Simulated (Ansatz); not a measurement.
# LDA, PBE, PBEsol and r²SCAN on MgO

```
Mg O
1.0
     0.00000    2.13515    2.13515
     2.13515    0.00000    2.13515
     2.13515    2.13515    0.00000
Mg O
1 1
Direct
  0.00000 0.00000 0.00000
  0.50000 0.50000 0.50000
```

Atoms are numbered in the order listed.

The conventional cell has a = 4.270 Å, b = 4.270 Å, c = 4.270 Å, α = 90.00°, β = 90.00°, γ = 90.00°. Mg (atom 1) has 6 O at 2.14 Å as nearest neighbours. O (atom 2) has 6 Mg at 2.14 Å as nearest neighbours.

The structure is an experimental refinement, used without relaxation. It was measured hot, at 1305 K.

One fixed cell is solved with several functionals by frozen-core PAW in Ansatz 0.2.0, scalar-relativistically. A positive pressure means that the functional wants a larger cell.

The PAW files were made with PBE; their cores are remade for each functional.

Numerical set-up: a Γ-centred 11×11×11 k mesh, Fermi–Dirac smearing of 0.01 eV, cutoff 420 eV, no spin polarisation.

Cutoffs: PBE 420 eV, LDA 420 eV, PBEsol 420 eV, r²SCAN 500 eV.

Problem. Order the settings by the pressure that they give at this fixed cell, lowest first.
A. LDA
B. PBE
C. r²SCAN
D. PBEsol

Solution. A (-11.59 GPa), C (-7.07 GPa), D (-5.76 GPa), B (-1.69 GPa).

```tsv
setting	P (GPa)	gap over the k mesh and a high-symmetry path (eV)	lowest level at Γ above −25 eV, from the valence-band top or, without a gap, the Fermi level (eV)
PBE	-1.69	4.35	-17.05
LDA	-11.59	4.27	-16.79
PBEsol	-5.76	4.25	-16.99
r²SCAN	-7.07	5.22	-18.00
```
